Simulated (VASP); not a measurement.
# CdSe (P6_3mc) in VASP: further runs

CdSe is run at these levels: PBE, r2SCAN; tasks: single point, relaxation of cell and atoms.

All numbers are computed with VASP 6.6.1; they aren't measurements. Logs are shortened: lines on timing, memory, paths and dates and some standing lists are left out, and cuts for length are marked.

**The experiment to reproduce.**

From a printed reference work, data compilation, for a bulk crystal of CdSe at 2 K: band gap 1.841 eV.

The runs below are set against these values where they give the same quantity.

## (1) The cell of the first run

The structure is hexagonal, space group P6_3mc (No. 186). The conventional cell has a = 4.389 Å, b = 4.389 Å, c = 7.156 Å, α = 90.00°, β = 90.00°, γ = 120.00°. Cd (site symmetry 3m) has 4 Se at 2.68 to 2.70 Å within 3.5 Å. Se (site symmetry 3m) has 4 Cd at 2.68 to 2.70 Å within 3.5 Å.

## (2) Single point, PBE

Contents of INCAR:

```
SYSTEM = CdSe
ALGO = Normal ; EDIFF = 1E-7
ENCUT = 520 ; GGA = PE
ISIF = 2 ; ISMEAR = 0
LASPH = .TRUE. ; LCHARG = .FALSE.
LREAL = .FALSE. ; LWAVE = .FALSE.
NBANDS = 26 ; NELM = 100
PREC = Accurate ; SIGMA = 0.05
```

Contents of KPOINTS:

```
k-points
0
G
  6 6 4
  0 0 0
```

Contents of POSCAR:

```
CdSe
1.0
    4.3890876448      0.0000000000      0.0000000000
   -2.1945438224      3.8010613998      0.0000000000
    0.0000000000      0.0000000000      7.1563968057
Cd Se
2 2
Direct
    0.3333333333      0.6666666667      0.0041535192
    0.6666666667      0.3333333333      0.5041535192
    0.3333333333      0.6666666667      0.3808464808
    0.6666666667      0.3333333333      0.8808464808
```

Potentials or basis: VASP PAW PBE potentials, release 64 (Cd, Se).

Launch:

```bash
$ cat potpaw_PBE.64/Cd/POTCAR potpaw_PBE.64/Se/POTCAR > POTCAR
$ mpirun -np 1 vasp_std > vasp.out
```

OUTCAR:

```text
SYSTEM = CdSe
   EDIFF = 1E-7
   ENCUT = 520
   GGA = PE
   ISIF = 2
   ISMEAR = 0
   LASPH = .TRUE.
   LREAL = .FALSE.
   NELM = 100
   PREC = Accurate

 ion  position               nearest neighbor table
   1  0.333  0.667  0.004-   4 2.68   4 2.68   4 2.68   3 2.70
   2  0.667  0.333  0.504-   3 2.68   3 2.68   3 2.68   4 2.70
   3  0.333  0.667  0.381-   2 2.68   2 2.68   2 2.68   1 2.70
   4  0.667  0.333  0.881-   1 2.68   1 2.68   1 2.68   2 2.70

  LATTYP: Found a hexagonal cell.
 ALAT       =     4.3890876448
 C/A-ratio  =     1.6304975851

  Lattice vectors:

 A1 = (   4.3890876448,   0.0000000000,   0.0000000000)
 A2 = (  -2.1945438224,   3.8010613998,   0.0000000000)
 A3 = (   0.0000000000,   0.0000000000,   7.1563968057)

Analysis of symmetry for initial positions (statically):
=====================================================================
 Subroutine PRICEL returns:
 Original cell was already a primitive cell.

 Routine SETGRP: Setting up the symmetry group for a
 hexagonal supercell.

 Subroutine GETGRP returns: Found 12 space group operations
 (whereof  6 operations were pure point group operations)
 out of a pool of 24 trial point group operations.

The static configuration has the point symmetry C_3v.
 The point group associated with its full space group is C_6v.

Analysis of symmetry for dynamics (positions and initial velocities):
=====================================================================
 Subroutine PRICEL returns:
 Original cell was already a primitive cell.

 Routine SETGRP: Setting up the symmetry group for a
 hexagonal supercell.

 Subroutine GETGRP returns: Found 12 space group operations
 (whereof  6 operations were pure point group operations)
 out of a pool of 24 trial point group operations.

The dynamic configuration has the point symmetry C_3v.
 The point group associated with its full space group is C_6v.

 Subroutine INISYM returns: Found 12 space group operations
 (whereof  6 operations are pure point group operations),
 and found     1 'primitive' translations

----------------------------------------------------------------------------------------

                                     Primitive cell

  volume of cell :     119.3915

  direct lattice vectors                    reciprocal lattice vectors
     4.389087645  0.000000000  0.000000000     0.227837783  0.131542206  0.000000000
    -2.194543822  3.801061400  0.000000000     0.000000000  0.263084411  0.000000000
     0.000000000  0.000000000  7.156396806     0.000000000  0.000000000  0.139735125

  length of vectors
     4.389087645  4.389087645  7.156396806     0.263084411  0.263084411  0.139735125

  position of ions in fractional coordinates (direct lattice)
     0.333333333  0.666666667  0.004153519
     0.666666667  0.333333333  0.504153519
     0.333333333  0.666666667  0.380846481
     0.666666667  0.333333333  0.880846481

  ion indices of the primitive-cell ions
   primitive index   ion index
                 1           1
                 2           2
                 3           3
                 4           4

----------------------------------------------------------------------------------------

 KPOINTS: k-points

Automatic generation of k-mesh.
 Grid dimensions read from file:
 generate k-points for:    6    6    4

 Generating k-lattice:

  Cartesian coordinates                     Fractional coordinates (reciprocal lattice)
     0.037972964  0.021923701  0.000000000     0.166666667  0.000000000  0.000000000
     0.000000000  0.043847402  0.000000000     0.000000000  0.166666667  0.000000000
     0.000000000  0.000000000  0.034933781     0.000000000  0.000000000  0.250000000

  Length of vectors
     0.043847402  0.043847402  0.034933781

  Shift w.r.t. Gamma in fractional coordinates (k-lattice)
     0.000000000  0.000000000  0.000000000

 Subroutine IBZKPT returns following result:
 ===========================================

 Found     21 irreducible k-points:

 Following reciprocal coordinates:
            Coordinates               Weight
  0.000000  0.000000  0.000000      1.000000
  0.166667  0.000000  0.000000      6.000000
  0.333333  0.000000  0.000000      6.000000
  0.500000 -0.000000  0.000000      3.000000
  0.166667  0.166667  0.000000      6.000000
  0.333333  0.166667  0.000000     12.000000
[... 13 lines left out ...]
  0.333333  0.166667  0.500000     12.000000
  0.333333  0.333333  0.500000      2.000000
   k-points           NKPTS =     21   k-points in BZ     NKDIM =     21   number of bands    NBANDS=     26
   number of dos      NEDOS =    301   number of ions     NIONS =      4
   total plane-waves  NPLWV =  69984
   dimension x,y,z NGX =    36 NGY =   36 NGZ =   54
   dimension x,y,z NGXF=    72 NGYF=   72 NGZF=  108
   ions per type =               2   2
   NGX,Y,Z   is equivalent  to a cutoff of  13.64, 13.64, 12.54 a.u.
   NGXF,Y,Z  is equivalent  to a cutoff of  27.27, 27.27, 25.09 a.u.
 SYSTEM =  CdSe
   PREC   = accura    normal or accurate (medium, high low for compatibility)
   ISTART =      0    job   : 0-new  1-cont  2-samecut
   ICHARG =      2    charge: 1-file 2-atom 10-const
   ISPIN  =      1    spin polarized calculation?
   LNONCOLLINEAR =      F non collinear calculations
   LSORBIT =      F    spin-orbit coupling
   LASPH  =      T    aspherical Exc in radial PAW
   ENCUT  =  520.0 eV  38.22 Ry    6.18 a.u.   8.16  8.16 13.31*2*pi/ulx,y,z
   NELM   =    100;   NELMIN=  2; NELMDL= -5     # of ELM steps
   EDIFF  = 0.1E-06   stopping-criterion for ELM
   LREAL  =      F    real-space projection
   EDIFFG = 0.1E-05   stopping-criterion for IOM
   NSW    =      0    number of steps for IOM
   IBRION =     -1    ionic relax: 0-MD 1-quasi-New 2-CG
   NFREE  =      0    steps in history (QN), initial steepest desc. (CG)
   ISIF   =      2    stress and relaxation
   ISYM   =      2    0-nonsym 1-usesym 2-fastsym
   POTIM  = 0.5000    time-step for ionic-motion
   TEBEG  =    0.0;   TEEND  =   0.0 temperature during run
   PSTRESS=    0.0 pullay stress
   NELECT =      36.0000    total number of electrons
   NUPDOWN=      -1.0000    fix difference up-down
   EMIN   =  10.00;   EMAX   =-10.00  energy-range for DOS
   EFERMI =   0.00;   METHOD = LEGACY
   ISMEAR =     0;   SIGMA  =   0.05  broadening in eV -4-tet -1-fermi 0-gaus
   EFERMI_NEDOS =   21; number of points for ismear=-14 and -15
   IALGO  =     38    algorithm
   IMIX   =      4    mixing-type and parameters
     AMIX     =   0.40;   BMIX     =  1.00
     AMIX_MAG =   1.60;   BMIX_MAG =  1.00
  volume/ion in A,a.u.               =      29.85       201.42
  Fermi-wavevector in a.u.,A,eV,Ry     =   1.097786  2.074515 16.396854  1.205135
  Thomas-Fermi vector in A             =   2.234152
   LORBIT       =      0    0 simple, 1 ext, 2 COOP (PROOUT), +10 PAW based schemes
   GGA     = PE    functional components
   LHFCALC =     F    Hartree Fock is set to
   AEXX    =    0.0000 exact exchange contribution
   IVDW    =     0    specifies the selected vdW correction
   LEPSILON=     F    determine dielectric tensor
   LRPA    =     F    only Hartree local field effects (RPA)
 non-spin polarized calculation
 Gauss-broadening in eV      SIGMA  =   0.05
  energy-cutoff  :      520.00
  volume of cell :      119.39
 maximum number of plane-waves:      3240
 NGX is ok and might be reduce to    36
   NGX = 17   NGY = 17   NGZ = 27

 number of electron      36.0000004 magnetization

 Free energy of the ion-electron system (eV)
  ---------------------------------------------------
  ext. energy  EPLUGINS =         0.00000000
  ---------------------------------------------------
  free energy    TOTEN  =       -10.99113452 eV

  energy without entropy =      -10.99113452  energy(sigma->0) =      -10.99113452

 E-fermi :   0.7408     XC(G=0):  -8.6116

 val. band max:        0.4923164610   @ k =   0.0000   0.0000   0.0000
 cond. band min:       1.0298500576   @ k =   0.0000   0.0000   0.0000
 fundamental gap:      0.5375335966
 Fermi energy:         0.7407570376

 k-point     1 :       0.0000    0.0000    0.0000
  band No.  band energies     occupation
      1     -11.7898      2.00000
      2     -11.4633      2.00000
      3      -7.2522      2.00000
      4      -7.2515      2.00000
      5      -7.2515      2.00000
      6      -7.1951      2.00000
[... 18 lines left out ...]
     25       7.4393      0.00000
     26       7.9870      0.00000

 k-point     2 :       0.1667    0.0000    0.0000
  band No.  band energies     occupation
      1     -11.7180      2.00000
      2     -11.4311      2.00000
      3      -7.2314      2.00000
      4      -7.2268      2.00000
      5      -7.1905      2.00000
      6      -7.1609      2.00000
[... 18 lines left out ...]
     25       7.6245      0.00000
     26       8.0229      0.00000

 k-point     3 :       0.3333    0.0000    0.0000
  band No.  band energies     occupation
      1     -11.5618      2.00000
      2     -11.3768      2.00000
      3      -7.1944      2.00000
      4      -7.1876      2.00000
      5      -7.0957      2.00000
      6      -7.0932      2.00000
[... 18 lines left out ...]
     25       8.2704      0.00000
     26       8.4929      0.00000

 k-point     4 :       0.5000   -0.0000    0.0000
  band No.  band energies     occupation
      1     -11.4683      2.00000
      2     -11.3641      2.00000
      3      -7.1815      2.00000
      4      -7.1745      2.00000
      5      -7.0617      2.00000
      6      -7.0444      2.00000
[... 18 lines left out ...]
     25       8.2826      0.00000
     26       9.9183      0.00000
[... 409 lines left out ...]
      1     -11.4918      2.00000
      2     -11.4918      2.00000
      3      -7.1668      2.00000
      4      -7.1668      2.00000
      5      -7.1487      2.00000
      6      -7.1487      2.00000
[... 18 lines left out ...]
     25       7.9167      0.00000
     26       7.9167      0.00000

 k-point    20 :       0.3333    0.1667    0.5000
  band No.  band energies     occupation
      1     -11.4113      2.00000
      2     -11.4113      2.00000
      3      -7.1424      2.00000
      4      -7.1424      2.00000
      5      -7.1197      2.00000
      6      -7.1197      2.00000
[... 18 lines left out ...]
     25       8.3396      0.00000
     26       8.3396      0.00000

 k-point    21 :       0.3333    0.3333    0.5000
  band No.  band energies     occupation
      1     -11.3850      2.00000
      2     -11.3850      2.00000
      3      -7.1245      2.00000
      4      -7.1245      2.00000
      5      -7.1180      2.00000
      6      -7.1180      2.00000
[... 18 lines left out ...]
     25       9.0594      0.00000
     26       9.0594      0.00000

------------------------ aborting loop because EDIFF is reached ----------------------------------------

  FORCE on cell =-STRESS in cart. coord.  units (eV):
  Direction    XX          YY          ZZ          XY          YZ          ZX
  --------------------------------------------------------------------------------------
  -------------------------------------------------------------------------------------
  Total        0.1069103      0.1069103      0.0370275      0.0000000      0.0000000      0.0000000
  in kB        1.4346847      1.4346847      0.4968909      0.0000000      0.0000000      0.0000000
  external PRESSURE =       1.1220868 kB  Pullay stress =       0.0000000 kB

 VOLUME and BASIS-vectors are now :
 -----------------------------------------------------------------------------
  energy-cutoff  :      520.00
  volume of cell :      119.39
      direct lattice vectors                 reciprocal lattice vectors
     4.389087645  0.000000000  0.000000000     0.227837783  0.131542206  0.000000000
    -2.194543822  3.801061400  0.000000000     0.000000000  0.263084411  0.000000000
     0.000000000  0.000000000  7.156396806     0.000000000  0.000000000  0.139735125

 POSITION                                       TOTAL-FORCE (eV/Angst)
 -----------------------------------------------------------------------------------
     -0.00000      2.53404      0.02972        -0.000000      0.000000      0.021782
      2.19454      1.26702      3.60792         0.000000     -0.000000      0.021782
     -0.00000      2.53404      2.72549         0.000000      0.000000     -0.021782
      2.19454      1.26702      6.30369        -0.000000     -0.000000     -0.021782
 -----------------------------------------------------------------------------------
    total drift:                               -0.000000     -0.000000      0.000407

  FREE ENERGIE OF THE ION-ELECTRON SYSTEM (eV)
  ---------------------------------------------------
  free  energy   TOTEN  =       -10.9911345243 eV

  energy  without entropy=      -10.9911345243  energy(sigma->0) =      -10.99113452
```

It took 25 s on 1 thread of Intel Xeon 6975P-C (Granite Rapids), shared host; peak memory 0.26 GiB.

What came out:

```yaml
Free_energy: -10.9911 eV
Pressure: 0.1 GPa
Largest_force: 0.022 eV/Å
Band_gap_on_the_k_mesh: 0.54 eV
```

Forces on the atoms (eV/Å):
```
Cd   0.000  0.000  0.022
Cd   0.000  0.000  0.022
Se   0.000  0.000 -0.022
Se   0.000  0.000 -0.022
```

Levels at points of the mesh, in eV from the valence-band top:
```tsv
k point	band 14	band 15	band 16	band 17	band 18	band 19	band 20	band 21	band 22	band 23
(0.00, 0.00, 0.00)	-0.68	-0.68	-0.03	0.00	0.00	0.54	2.13	5.85	5.85	6.13
(0.50, 0.00, 0.00)	-3.41	-2.40	-1.67	-1.18	-0.68	3.09	3.32	4.79	5.94	6.45
(0.00, 0.00, 0.50)	-2.51	-0.36	-0.36	-0.36	-0.36	2.25	2.25	5.76	5.76	6.23
(0.50, 0.00, 0.50)	-3.92	-1.22	-1.22	-1.21	-1.21	2.90	2.90	4.83	4.83	7.56
```

## (3) Relaxation of cell and atoms, PBE

This run uses another cell than the first one, of 28.10 Å³/atom.

Contents of INCAR:

```
PREC = Accurate
ENCUT = 600
EDIFF = 1E-6
ISMEAR = 0
SIGMA = 0.05
LREAL = False
LASPH = True
NELM = 100
ALGO = Normal
ISIF = 3
LWAVE = False
LCHARG = False
GGA = PE
IBRION = 2
NSW = 80
EDIFFG = -0.03
```

Contents of KPOINTS:

```
regular mesh
0
Gamma
  6 6 4
```

Contents of POSCAR:

```
CdSe
1.0
    4.3000000000      0.0000000000      0.0000000000
   -2.1500000000      3.7239092363      0.0000000000
    0.0000000000      0.0000000000      7.0200000000
Cd Se
2 2
Direct
    0.3333333333      0.6666666667      0.0000000000
    0.6666666667      0.3333333333      0.5000000000
    0.3333333333      0.6666666667      0.3850000000
    0.6666666667      0.3333333333      0.8850000000
```

Potentials or basis: VASP PAW PBE potentials, release 64 (Cd, Se).

Launch:

```bash
$ cat potpaw_PBE.64/Cd/POTCAR potpaw_PBE.64/Se/POTCAR > POTCAR
$ mpirun -np 1 vasp_std > vasp.out
```

Run time: 2.1 min. Hardware: 1 thread of Intel Xeon 6975P-C (Granite Rapids), shared host; peak memory 0.3 GiB.

It converged, with:

| Property | Result |
| --- | --- |
| Free energy | -10.9889 eV |
| Relaxed volume | 29.90 Å³/atom |
| Relaxed cell | a = 4.390 Å, b = 4.390 Å, c = 7.165 Å, α = 90.00°, β = 90.00°, γ = 120.00° |
| Space group after relaxing (to 0.1 Å) | P6_3mc (No. 186) |
| Energy gained by relaxing | 22.0 meV/atom |
| Ionic steps | 9 |
| Pressure after relaxing | 0.0 GPa |
| Largest force after relaxing | 0.007 eV/Å |
| Band gap on the k mesh | 0.53 eV |

Forces on the atoms (eV/Å):
```
Cd   0.000  0.000  0.007
Cd   0.000  0.000  0.007
Se   0.000  0.000 -0.007
Se   0.000  0.000 -0.007
```

The path:
| step | energy change (eV) | largest force (eV/Å) | pressure (GPa) | volume (Å³) |
| --- | --- | --- | --- | --- |
| 1 | 0.0000 | 0.2922 | 3.29 | 112.41 |
| 2 | -0.0778 | 0.0480 | -0.87 | 122.06 |
| 3 | -0.0840 | 0.0919 | -0.09 | 119.82 |
| 4 | -0.0840 | 0.0950 | -0.01 | 119.67 |
| 5 | -0.0853 | 0.0644 | 0.04 | 119.50 |
| 6 | -0.0862 | 0.0143 | 0.14 | 119.24 |
| 7 | -0.0872 | 0.0097 | 0.02 | 119.54 |
| 8 | -0.0878 | 0.0024 | -0.14 | 119.98 |
| 9 | -0.0881 | 0.0069 | 0.02 | 119.59 |

Final structure:
```yaml
crystal:
  lattice:
    - [4.39021, 0.00000, 0.00000]
    - [-2.19510, 3.80203, 0.00000]
    - [0.00000, 0.00000, 7.16477]
  atoms:
    - { symbol: Cd, position: [0.33333, 0.66667, 0.00451] }
    - { symbol: Cd, position: [0.66667, 0.33333, 0.50451] }
    - { symbol: Se, position: [0.33333, 0.66667, 0.38049] }
    - { symbol: Se, position: [0.66667, 0.33333, 0.88049] }
```

Levels at points of the mesh, in eV from the valence-band top:
| k point | band 16 | band 17 | band 18 | band 19 | band 20 | band 21 |
| --- | --- | --- | --- | --- | --- | --- |
| (0.00, 0.00, 0.00) | -0.04 | 0.00 | 0.00 | 0.53 | 2.13 | 5.85 |
| (0.50, 0.00, 0.00) | -1.66 | -1.19 | -0.68 | 3.08 | 3.32 | 4.79 |
| (0.00, 0.00, 0.50) | -0.36 | -0.36 | -0.36 | 2.25 | 2.25 | 5.75 |
| (0.50, 0.00, 0.50) | -1.23 | -1.21 | -1.21 | 2.89 | 2.89 | 4.83 |

PBE usually gives volumes a little too large and moduli too small. Zero-point motion and thermal expansion aren't in these numbers.

(Continued in part 2 of 2.)
